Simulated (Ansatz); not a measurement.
Runs of Ansatz 0.2.0 on CuO. It takes space group P-6m2 (No. 187, hexagonal). The conventional cell has a = 2.836 Å, b = 2.836 Å, c = 2.768 Å, α = 90.00°, β = 90.00°, γ = 120.00°. Around Cu (site symmetry -6m2) lie 6 O at 2.14 Å. O (site symmetry -6m2) has 6 Cu at 2.14 Å as nearest neighbours. Measurements of this composition are mostly on another form, of space group No. 15.

| task | level | U | cell | k mesh | cutoff (eV) | points for each segment of the path | hubbard projectors | double counting | atoms under strain | share of exact exchange | mesh quality | gap on the mesh (eV) | pressure (GPa) | relaxed volume (Å³/atom) |
| --- | --- | --- | --- | --- | --- | --- | --- | --- | --- | --- | --- | --- | --- | --- |
| relaxation of cell and atoms | r2SCAN | - | relaxed | 11 × 11 × 10 | 500 | - | - | - | - | - | not flagged | none | 0.0 | (b) |
| band structure | LDA | - | as given | 11 × 11 × 10 | 420 | 14 | - | - | - | - | not flagged | none | -16.3 | - |
| relaxation of cell and atoms | PBEsol+U | Cu d U = 5.3 eV | relaxed | 11 × 11 × 10 | 420 | - | ortho-atomic (the default) | fll (the default) | - | - | not flagged | none | 0.0 | 9.39 |
| elastic constants | PBE | - | as given | 9 × 9 × 8 | 420 | - | - | - | relaxed | - | not flagged | none | -0.6 | - |
| band structure | r2SCAN+U | Cu d U = 5.3 eV | as given | 11 × 11 × 10 | 500 | 14 | ortho-atomic (the default) | fll (the default) | - | - | not flagged | none | -4.3 | - |
| density of states | PBE | - | as given | 11 × 11 × 10 | 420 | - | - | - | - | - | not flagged | none | -0.5 | - |
| single point | PBE | - | as given | 11 × 11 × 10 | 500 | - | - | - | - | - | not flagged | none | -0.6 | - |
| single point | PBE | - | as given | 5 × 5 × 4 | 420 | - | - | - | - | - | coarse | none | -0.4 | - |
| single point | HSE06 form with a typed share of exact exchange | - | as given | 6 × 6 × 6 | 420 | - | - | - | - | 0.15 | coarse | none | (a) | - |
| band structure | BLYP | - | as given | 11 × 11 × 10 | 420 | 14 | - | - | - | - | not flagged | none | 7.2 | - |
| relaxation of cell and atoms | PBE+U | Cu d U = 5.3 eV | relaxed | 11 × 11 × 10 | 420 | - | ortho-atomic (the default) | fll (the default) | - | - | not flagged | none | 0.0 | 9.92 |
| band structure | PBEsol | - | as given | 11 × 11 × 10 | 420 | 14 | - | - | - | - | not flagged | none | (c) | - |

Alike in all rows: potentials or basis Ansatz PAW; no spin polarisation; smearing fermi-dirac 0.05 eV.

Question: Estimate the missing entries.

Answer: (a) -4.2; (b) 9.30; (c) -9.4.

Caveats: some runs use coarse meshes; an odd number of electrons without spin polarisation forces a metal; a magnetic or distorted state may lie lower; the run has no spin polarisation, though such a crystal can be magnetic; semilocal functionals often make such compounds metallic where correlation or magnetic order opens a gap, which also shifts bond lengths (some runs); the PAW data sets come from PBE, with cores solved anew for the run's functional, which leaves a small shift of forces and pressure (some runs); the plane-wave basis is chosen anew once the cell has moved, so the energies of steps on either side of that aren't comparable (some runs); U without spin polarisation on a metal has little footing (some runs).

A gap of «none» marks a metal or a gap under the smearing width.
